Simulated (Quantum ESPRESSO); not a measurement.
# Voltage at the next charge: silicene, 1 layer against an electrode

How the rows were computed: Quantum ESPRESSO 7.5, PBE, GBRV ultrasoft; ESM with bc3, a metal electrode 5.00 Å above the top atoms; cell area 12.970 Å²; ions fixed. V is the potential energy of an electron at the electrode over the slab's Fermi level, divided by e, so that it equals the work function at zero charge; positive charge removes electrons.

```tsv
charge (e a cell)	V (V)
0	4.601
0.0195	5.785
0.0389	6.859
```

**Question.** What is V at a charge of 0.0778 e, and what capacitance do the rows imply?

**Worked estimate.** The last two rows give dV/dq = (6.859 − 5.785)/(0.0389 − 0.0195) = 55.4 V/e, so C = 1602/(12.970 × 55.4) = 2.23 µF/cm², an effective gap of 8.854/2.23 = 3.97 Å. At constant C, V = 6.859 + 55.4 × 0.0389 = 9.01 V.

What the calculation gave: V = 8.970 V; the estimate misses by +0.04 V, 2.0 % of the step. Over the three intervals C goes 2.03, 2.23 and 2.28 µF/cm².

Caveats: Vacuum fills the gap; a dielectric or electrolyte would change C. The slab is thin.

[Logs are printed without paths, hosts, clocks, repeated set-up lines and the standing remarks that a program may print on its own settings, such as how far it seeks lower states.]
